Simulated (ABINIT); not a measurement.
Runs of ABINIT 10.8.3 (patched build) on BN. Symmetry: P6_3/mmc, No. 194, hexagonal system. Conventional cell: a = 2.498 Å, b = 2.498 Å, c = 6.636 Å, α = 90.00°, β = 90.00°, γ = 120.00°. N (site symmetry -6m2) has 3 B at 1.44 Å as nearest neighbours. B (site symmetry -6m2) has 3 N at 1.44 Å as nearest neighbours. 

```tsv
task	level	potentials or basis	k mesh	cutoff (eV)	fine-grid cutoff	mesh quality	gap on the mesh (eV)	pressure (GPa)
single point	PBEsol	JTH PAW PBE v2.0	7 × 7 × 2	707	1306.15 eV	coarse	4.39	2.6
single point	r2SCAN	JTH PAW PBE v2.0	10 × 10 × 3	844	1442.2 eV	not flagged	4.81	5.0
band structure	PW91	JTH PAW PBE v2.0	12 × 12 × 4	707	1306.15 eV	not flagged	4.28	(c)
band structure	BP86	JTH PAW PBE v2.0	12 × 12 × 4	707	1306.15 eV	not flagged	(b)	5.8
band structure	LDA	PseudoDojo NC SR LDA v0.4 stringent	12 × 12 × 4	1143	-	not flagged	4.13	(a)
single point	LDA	JTH PAW LDA v2.0	10 × 10 × 3	680	1278.94 eV	not flagged	4.04	-
band structure	LDA	JTH PAW LDA v2.0	12 × 12 × 4	680	1278.94 eV	not flagged	4.09	-
band structure	revPBE	JTH PAW PBE v2.0	12 × 12 × 4	707	1306.15 eV	not flagged	4.36	8.4
```

Alike in all rows: no spin polarisation; cell as given; smearing fermi-dirac 0.05 eV.

Fill in the values left out.

(a) -2.9; (b) 4.29; (c) 4.4.

Caveats: some runs use coarse meshes; the atomic spheres overlap (some runs); the PAW data sets were made with another functional, which shifts forces and pressure a little (some runs); an odd mesh through Γ misses points on the zone boundary, where band edges often lie (some runs); this functional lacks dispersion, which binds the layers, so the pressure and a relaxed spacing across them are unreliable (some runs).

Runs at the PBE level aren't shown here.
